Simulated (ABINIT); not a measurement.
SnSe2:

```
Sn Se
1.0
     3.81100    0.00000    0.00000
    -1.90550    3.30042    0.00000
     0.00000    0.00000    6.13600
Sn Se
1 2
Direct
  0.00000 0.00000 0.00000
  0.66667 0.33333 0.75100
  0.33333 0.66667 0.24900
```

Base run:

* Program: ABINIT 10.8.3 (patched build)
* Functional: BLYP
* Potentials or basis: JTH PAW PBE v2.0 sp
* Cutoff: 408 eV
* k mesh: 8 × 8 × 5
* Occupations: fermi-dirac, width 0.05 eV
* Spin: no spin polarisation

Its results: band gap on the k mesh 0.76 eV, indirect (least direct gap 1.00 eV); largest force 1.113 eV/Å.

After a change of settings the same cell gave: band gap on the k mesh 0.82 eV, indirect (least direct gap 1.15 eV); largest force 0.856 eV/Å. Which change was it?
A. functional from BLYP to LDA-Teter; potentials or basis from JTH PAW PBE v2.0 sp to JTH PAW LDA v2.0 sp
B. functional from BLYP to LDA-VWN; potentials or basis from JTH PAW PBE v2.0 sp to JTH PAW LDA v2.0; valence electrons from 16 to 26
C. functional from BLYP to HCTH407; potentials or basis from JTH PAW PBE v2.0 sp to JTH PAW PBE v2.0; valence electrons from 16 to 26
D. functional from BLYP to revPBE

D.

Caveats: the PAW data sets were made with another functional, which shifts forces and pressure a little; spin-orbit coupling is left out, which moves the levels of the heavy elements; this set keeps more shells in the core, which shifts pressures and gaps; an odd mesh through Γ misses points on the zone boundary, where band edges often lie.

Runs at the PBE level aren't shown here.
